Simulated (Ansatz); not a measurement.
InSb: pressure against volume per atom

Periodic Kohn-Sham DFT of a crystal at fixed atoms; pressure and stress are positive in compression; the energy is the free energy less that of spherical unpolarised free atoms; site moments are those in the method's own spheres, positive along +z. The results are calculated, by Ansatz 0.2.0.

Cell of the first row (space group F-43m, No. 216):
```
InSb
1.0
      0.0000     3.1953     3.1953
      3.1953     0.0000     3.1953
      3.1953     3.1953     0.0000
In Sb
1 1
Direct
  0.00000 0.00000 0.00000
  0.75000 0.75000 0.75000
```

Settings of every row: method frozen-core PAW; functional PBE; relativity scalar; k mesh 9x9x9; filling fermi-dirac; smearing width 0.05 eV; wave cutoff 420 eV; paw set soft_2.

Atom start moment: 0 on all atoms.

Limits: no spin-orbit coupling on heavy atoms.

Limits of some rows: small gap, it may come from the mesh (row 1).

```csv
row,volume per atom (Å³),pressure (GPa)
1,32.625,5.44
2,33.304,4.237
3,33.984,?
4,34.664,2.175
5,35.343,1.301
```

Question: what pressure should row 3 give?

Worked fit of pressure. Take u = (V_r/V)^(2/3) − 1 with V_r = 33.984 Å³ an atom, which is twice the finite (Eulerian) strain; such expansions in the strain, on which the Birch-Murnaghan equation of state is built, carry the rest volume and the bulk modulus. The shown rows have u = 0.02758, 0.01357, -0.01312, -0.0258. Least squares give pressure = 3.151 + 77.162 × u + 211.6 × u² GPa; a straight line predicts inner rows, each left out in turn, worse (root mean square 0.087 against 1e-05 GPa). All shown rows lie on it to the printed digit. The withheld row has u = 0, so the fit gives 3.151 + 77.162 × (0) + 211.6 × (0)² = 3.151 GPa.

The calculation gave 3.15 GPa. The fit lies 0.001 GPa (0.024 % of the column's range) above it, one unit of the last digit.
